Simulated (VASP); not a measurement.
# La2O3: formation energy of a point defect

Wanted: what a point defect costs in La2O3 and how the lattice relaxes round it. The start is a computed cell from the Materials Project.

Main program and level: VASP 6.6.1; PBEsol; plane waves and PAW (La, O).

## (1) The structure

It takes space group P-3m1 (No. 164, trigonal). The conventional cell has a = 3.931 Å, b = 3.931 Å, c = 6.112 Å, α = 90.00°, β = 90.00°, γ = 120.00°. Nearest to La lie 7 O at 2.36 to 2.72 Å. Nearest to O lie 6 La at 2.72 Å. Nearest to O lie 4 La at 2.36 to 2.44 Å. Farther neighbours and most contacts between anions are not listed.

## (2) The host at zero pressure

First cell and atoms are relaxed at a raised cutoff, so that later runs start from this functional's own cell.

Input file INCAR:

```
SYSTEM = La2O3
PREC = Accurate
ENCUT = 520
EDIFF = 1E-06
NELM = 120
ISMEAR = 0
SIGMA = 0.05
LREAL = .FALSE.
ALGO = Normal
GGA = PS
NBANDS = 26
LASPH = .TRUE.
LORBIT = 11
LWAVE = .FALSE.
LCHARG = .FALSE.
KPAR = 8
IBRION = 2
NSW = 40
ISIF = 3
EDIFFG = -0.02
POTIM = 0.4
```

Input file POSCAR:

```
La2O3
1.0
    3.9307778780      0.0000000000      0.0000000000
   -1.9653889390      3.4041534990      0.0000000000
    0.0000000000      0.0000000000      6.1119535200
La O
2 3
Direct
    0.3333333333      0.6666666667      0.2462356800
    0.6666666667      0.3333333333      0.7537643200
    0.0000000000      0.0000000000      0.0000000000
    0.3333333333      0.6666666667      0.6458906500
    0.6666666667      0.3333333333      0.3541093500
```

Input file KPOINTS:

```
Automatic mesh
0
Gamma
6 6 3
0 0 0
```

Potentials, in the order of the species: La and O (PBE family, release 64).

On the command line:

```console
> mpirun -np 8 vasp_std
```

The program printed:

```text
[banner, memory and clock lines left out]
running    8 mpi-ranks, on    1 nodes
 distrk:  each k-point on    1 cores,    8 groups
 distr:  one band on    1 cores,    1 groups

 POSCAR found type information on POSCAR LaO
 POSCAR found :  2 types and       5 ions
|                                                                             |
|           W    W    AA    RRRRR   N    N  II  N    N   GGGG   !!!           |
|           W    W   A  A   R    R  NN   N  II  NN   N  G    G  !!!           |
|           W    W  A    A  R    R  N N  N  II  N N  N  G       !!!           |
|           W WW W  AAAAAA  RRRRR   N  N N  II  N  N N  G  GGG   !            |
|           WW  WW  A    A  R   R   N   NN  II  N   NN  G    G                |
|           W    W  A    A  R    R  N    N  II  N    N   GGGG   !!!           |
|                                                                             |
|     For optimal performance we recommend to set                             |
|       NCORE = 2 up to number-of-cores-per-socket                            |
|     NCORE specifies how many cores store one orbital (NPAR=cpu/NCORE).      |
|     This setting can greatly improve the performance of VASP for DFT.       |
|     The default, NCORE=1 might be grossly inefficient on modern             |
|     multi-core architectures or massively parallel machines. Do your        |
|     Unfortunately you need to use the default for GW and RPA                |
|     calculations (for HF NCORE is supported but not extensively tested      |
|     yet).                                                                   |
|                                                                             |

|                                                                             |
|               ----> ADVICE to this user running VASP <----                  |
|                                                                             |
|     You enforced a specific xc type in the INCAR file but a different       |
|     [... a line on the potential file left out ...]
|     I HOPE YOU KNOW WHAT YOU ARE DOING!                                     |
|                                                                             |

 LDA part: xc-table for (Slater+PW92), standard interpolation
 POSCAR, INCAR and KPOINTS ok, starting setup
 FFT: planning ... GRIDC
 FFT: planning ... GRID_SOFT
 FFT: planning ... GRID
 WAVECAR not read
 entering main loop
       N       E                     dE             d eps       ncg     rms          rms(c)
DAV:   1     0.482267537285E+03    0.48227E+03   -0.15485E+04   892   0.234E+03
DAV:   2     0.891101482262E+02   -0.39316E+03   -0.38228E+03  1228   0.375E+02
DAV:   3    -0.308579255647E+02   -0.11997E+03   -0.11670E+03  1512   0.206E+02
DAV:   4    -0.477644844757E+02   -0.16907E+02   -0.16875E+02  1520   0.819E+01
DAV:   5    -0.487542625970E+02   -0.98978E+00   -0.98911E+00  1504   0.231E+01    0.138E+01
DAV:   6    -0.438329231570E+02    0.49213E+01   -0.44551E+01  1400   0.384E+01    0.741E+00
DAV:   7    -0.437446282624E+02    0.88295E-01   -0.49570E+00  1712   0.211E+01    0.339E+00
DAV:   8    -0.436983444853E+02    0.46284E-01   -0.52612E-01  1512   0.589E+00    0.118E+00
DAV:   9    -0.436886525705E+02    0.96919E-02   -0.79286E-02  1592   0.224E+00    0.367E-01
DAV:  10    -0.436901741617E+02   -0.15216E-02   -0.27058E-02  1520   0.116E+00    0.171E-01
DAV:  11    -0.436909870403E+02   -0.81288E-03   -0.87132E-03  1616   0.698E-01    0.141E-01
DAV:  12    -0.436909218937E+02    0.65147E-04   -0.23033E-03  1424   0.321E-01    0.596E-02
DAV:  13    -0.436909332858E+02   -0.11392E-04   -0.10323E-03  1608   0.214E-01    0.200E-02
DAV:  14    -0.436909366123E+02   -0.33265E-05   -0.89635E-05  1520   0.862E-02    0.629E-03
DAV:  15    -0.436909378571E+02   -0.12448E-05   -0.79683E-06  1520   0.209E-02    0.483E-03
DAV:  16    -0.436909379378E+02   -0.80716E-07   -0.58661E-06  1360   0.153E-02
   1 F= -.43690938E+02 E0= -.43690938E+02  d E =-.436909E+02
 curvature:   0.00 expect dE= 0.000E+00 dE for cont linesearch  0.000E+00
 trial: gam= 0.00000 g(F)=  0.774E-03 g(S)=  0.618E-01 ort = 0.000E+00 (trialstep = 0.100E+01)
 search vector abs. value=  0.626E-01
 bond charge predicted
       N       E                     dE             d eps       ncg     rms          rms(c)
DAV:   1    -0.440199400650E+02   -0.32900E+00   -0.99315E+00  1280   0.259E+01    0.397E+00
DAV:   2    -0.437537911658E+02    0.26615E+00   -0.14862E+00  1542   0.985E+00    0.116E+00
DAV:   3    -0.437071567294E+02    0.46634E-01   -0.13460E-01  1404   0.429E+00    0.497E-01
DAV:   5    -0.437001966397E+02   -0.18822E-03   -0.70547E-03  1542   0.756E-01    0.848E-02
DAV:   6    -0.437004337981E+02   -0.23716E-03   -0.92619E-04  1728   0.241E-01    0.700E-02
DAV:   7    -0.437006708739E+02   -0.23708E-03   -0.45784E-04  1638   0.130E-01    0.471E-02
DAV:   8    -0.437007564417E+02   -0.85568E-04   -0.49052E-04  1672   0.134E-01    0.103E-02
DAV:   9    -0.437007642203E+02   -0.77786E-05   -0.71429E-05  1722   0.715E-02    0.369E-03
DAV:  10    -0.437007642388E+02   -0.18557E-07   -0.77712E-06  1408   0.201E-02
   2 F= -.43700764E+02 E0= -.43700764E+02  d E =-.982630E-02
[...]
3 F= -.43709832E+02 E0= -.43709832E+02  d E =-.188944E-01
[...]
4 F= -.43710799E+02 E0= -.43710799E+02  d E =-.967139E-03
[...]
5 F= -.43710975E+02 E0= -.43710975E+02  d E =-.114291E-02
[...]
6 F= -.43710977E+02 E0= -.43710977E+02  d E =-.114475E-02
[...]
7 F= -.43710974E+02 E0= -.43710974E+02  d E =-.114142E-02
 curvature:  -3.10 expect dE=-0.567E-03 dE for cont linesearch -0.168E-04
 ZBRENT: bracketing found
 ZBRENT: interpolating
 opt :   1.5374  next Energy=   -43.710978 (dE=-0.115E-02)
 bond charge predicted
       N       E                     dE             d eps       ncg     rms          rms(c)
DAV:   1    -0.437109790222E+02   -0.54083E-05   -0.58729E-04  1602   0.239E-01    0.123E-02
DAV:   2    -0.437109779428E+02    0.10794E-05   -0.30190E-05  1470   0.368E-02    0.508E-03
DAV:   3    -0.437109773972E+02    0.54557E-06   -0.20337E-06   956   0.203E-02
   8 F= -.43710977E+02 E0= -.43710977E+02  d E =-.114510E-02
 curvature:  -0.15 expect dE=-0.227E-04 dE for cont linesearch -0.380E-06
 trial: gam= 0.13597 g(F)=  0.417E-04 g(S)=  0.111E-03 ort =-0.629E-04 (trialstep = 0.104E+01)
 search vector abs. value=  0.164E-03
 reached required accuracy - stopping structural energy minimisation
```

Elapsed: 99 s, on 8 MPI ranks of Intel Xeon Platinum 8375C at 2.90GHz (Ice Lake), shared host; peak memory 2 GiB; 13 min of CPU time.

The logs omit lines about the potential files and the build; timing stands in the text.

OUTCAR, selected parts (step 2):

```text
ion  position               nearest neighbor table
   1  0.333  0.667  0.246-   5 2.36   5 2.36   5 2.36   4 2.44   3 2.72   3 2.72   3 2.72
   2  0.667  0.333  0.754-   4 2.36   4 2.36   4 2.36   5 2.44   3 2.72   3 2.72   3 2.72
   3  0.000  0.000  0.000-   1 2.72   2 2.72   2 2.72   1 2.72   2 2.72   1 2.72
   4  0.333  0.667  0.646-   2 2.36   2 2.36   2 2.36   1 2.44
   5  0.667  0.333  0.354-   1 2.36   1 2.36   1 2.36   2 2.44

  LATTYP: Found a hexagonal cell.
 ALAT       =     3.9307778780
 C/A-ratio  =     1.5548966921

 Subroutine GETGRP returns: Found 12 space group operations
 (whereof 12 operations were pure point group operations)

The static configuration has the point symmetry D_3d.

 Found     17 irreducible k-points:

   k-points           NKPTS =     17   k-points in BZ     NKDIM =     17   number of bands    NBANDS=     26

   dimension x,y,z NGX =    30 NGY =   30 NGZ =   48
   dimension x,y,z NGXF=    60 NGYF=   60 NGZF=   96

   ENCUT  =  520.0 eV  38.22 Ry    6.18 a.u.   7.31  7.31 11.36*2*pi/ulx,y,z

   NELECT =      40.0000    total number of electrons

 k-points in reciprocal lattice and weights: Automatic mesh
   0.00000000  0.00000000  0.00000000       0.009
   0.16666667  0.00000000  0.00000000       0.056
   0.33333333  0.00000000  0.00000000       0.056
   0.50000000  0.00000000  0.00000000       0.028
   0.16666667  0.16666667  0.00000000       0.056
   0.33333333  0.16666667  0.00000000       0.111
   0.33333333  0.33333333  0.00000000       0.019
   0.00000000  0.00000000  0.33333333       0.019
   0.16666667  0.00000000  0.33333333       0.056
[...]
-0.16666667  0.50000000  0.33333333       0.111
   0.33333333  0.33333333  0.33333333       0.037

 average (electrostatic) potential at core
       1 -94.5172       2 -94.5172       3 -66.3878       4 -66.8737       5 -66.8737

 E-fermi :   6.3254

 k-point     1 :       0.0000    0.0000    0.0000
  band No.  band energies     occupation
    ...
     16       3.9224      2.00000
     17       4.3119      2.00000
     18       5.6397      2.00000
     19       5.6397      2.00000
     20       5.9240      2.00000
     21      10.3870      0.00000
     22      10.6708      0.00000
     23      10.6708      0.00000
     24      11.3164      0.00000
     25      11.6408      0.00000
    ...

 k-point     2 :       0.1667    0.0000    0.0000
  band No.  band energies     occupation
    ...
     16       4.0402      2.00000
     17       4.9071      2.00000
     18       5.2730      2.00000
     19       5.6359      2.00000
     20       5.8395      2.00000
     21      10.4708      0.00000
     22      10.7391      0.00000
     23      10.8961      0.00000
     24      11.4381      0.00000
     25      11.5843      0.00000
    ...

 k-point     3 :       0.3333    0.0000    0.0000
  band No.  band energies     occupation
    ...
     16       4.8097      2.00000
     17       5.0572      2.00000
     18       5.2408      2.00000
     19       5.7166      2.00000
     20       5.7702      2.00000
     21      10.0708      0.00000
     22      10.8527      0.00000
     23      11.3065      0.00000
     24      11.4799      0.00000
     25      11.4940      0.00000
    ...

  Total        0.0592114      0.0592114     -0.0857476     -0.0000000      0.0000000      0.0000000
  in kB        1.1893719      1.1893719     -1.7224019     -0.0000000      0.0000000      0.0000000
  external PRESSURE =       0.2187806 kB  Pullay stress =       0.0000000 kB

  energy-cutoff  :      520.00
  volume of cell :       79.76
      direct lattice vectors                 reciprocal lattice vectors
     3.900258615  0.000000000  0.000000000     0.256393255  0.148028715  0.000000000
    -1.950129307  3.377723042  0.000000000    -0.000000000  0.296057429  0.000000000
     0.000000000 -0.000000000  6.054534485     0.000000000 -0.000000000  0.165165464

 POSITION                                       TOTAL-FORCE (eV/Angst)
 -----------------------------------------------------------------------------------
     -0.00000      2.25182      1.48617         0.000000     -0.000000      0.016919
      1.95013      1.12591      4.56837        -0.000000      0.000000     -0.016919
      0.00000     -0.00000      0.00000        -0.000000      0.000000      0.000000
     -0.00000      2.25182      3.90793         0.000000     -0.000000      0.015933
      1.95013      1.12591      2.14660        -0.000000      0.000000     -0.015933
 -----------------------------------------------------------------------------------
    total drift:                               -0.000000      0.000000      0.000000

  FREE ENERGIE OF THE ION-ELECTRON SYSTEM (eV)
  ---------------------------------------------------
  free  energy   TOTEN  =       -43.7109773972 eV

  energy  without entropy=      -43.7109773972  energy(sigma->0) =      -43.71097740

 reached required accuracy - stopping structural energy minimisation

 total charge
# of ion       s       p       d       f       tot
--------------------------------------------------
    1        2.038   5.681   0.673   0.253   8.644
    2        2.038   5.681   0.673   0.253   8.644
    3        1.552   3.369   0.000   0.000   4.921
    4        1.566   3.453   0.000   0.000   5.019
    5        1.566   3.453   0.000   0.000   5.019
--------------------------------------------------
tot          8.760  21.637   1.345   0.506  32.248

[... 3 further parts left out ...]
```

CONTCAR:

```
La2O3
   1.00000000000000
     3.9002586149326430    0.0000000000000000    0.0000000000000000
    -1.9501293074663215    3.3777230418784665    0.0000000000000000
     0.0000000000000000   -0.0000000000000000    6.0545344854249761
  La              O
     2     3
Direct
     0.3333333332999970    0.6666666667000030    0.2454637612241166
     0.6666666667000030    0.3333333332999970    0.7545362387758833
     0.0000000000000000    0.0000000000000000    0.0000000000000000
     0.3333333332999970    0.6666666667000030    0.6454549948178511
     0.6666666667000030    0.3333333332999970    0.3545450051821489
```

The gap is read on the k-mesh alone, so it is an upper bound where the band edges lie off the mesh. The PAW data sets were made with PBE, which is usual practice but a small mismatch for other functionals. The run keeps the 12 symmetry operations of its start, so it cannot find a distortion of lower symmetry.

Step by step:

```
step  energy less that of the first step (eV)  largest force (eV/Å)  pressure (GPa)  volume (Å³)
   1                                   0.0000                0.1000           -3.19        81.78
   2                                  -0.0098                0.2789            2.26        78.73
   3                                  -0.0189                0.1194           -0.06        79.96
   4                                  -0.0199                0.0370           -0.02        79.84
   5                                  -0.0200                0.0118            0.00        79.77
   6                                  -0.0200                0.0139           -0.03        79.77
   7                                  -0.0200                0.0213            0.01        79.75
   8                                  -0.0200                0.0169            0.02        79.76
```

```
conventional cell, symmetrised  before  after  change
                         a (Å)   3.931  3.900  -0.8 %
                         b (Å)   3.931  3.900  -0.8 %
                         c (Å)   6.112  6.055  -0.9 %
              volume (Å³/atom)   16.36  15.95  -2.5 %
```

The relaxed structure:

```
La O
1.0
     3.90026    0.00000    0.00000
    -1.95013    3.37772    0.00000
     0.00000    0.00000    6.05453
La O
2 3
Direct
  0.33333 0.66667 0.24546
  0.66667 0.33333 0.75454
  0.00000 0.00000 0.00000
  0.33333 0.66667 0.64545
  0.66667 0.33333 0.35455
```

A gap read on the k-mesh alone can miss the band edges.

This step gave:

```
electronic cycles                               : 60
electrons                                       : 40
free energy (TOTEN)                             : -43.71 eV
Fermi energy                                    : 6.325 eV
labelled metallic, from the levels on this mesh : no
gap on the k-mesh                               : 3.869 eV
least direct gap on the k-mesh                  : 3.869 eV
```

The run ended after 8 ionic steps, 0.020 eV below its first step, once forces and stress met EDIFFG = -0.02.

(Part 1 of 3 ends here.)

[Lines on the potential files, build, host, timing and source positions are cut from VASP's logs without a mark.]

[Logs are printed without paths, hosts, clocks, repeated set-up lines and the standing remarks that a program may print on its own settings, such as how far it seeks lower states.]

[Hosts, paths, dates, database ids (printed as entryN), source tags and the programs' standing remarks are cut or masked in the printed files.]

[In band tables of VASP the shares of atoms and orbitals are scaled to a sum of 1 inside the atoms' spheres.]

[Runs that stopped without an error message from VASP are left out.]
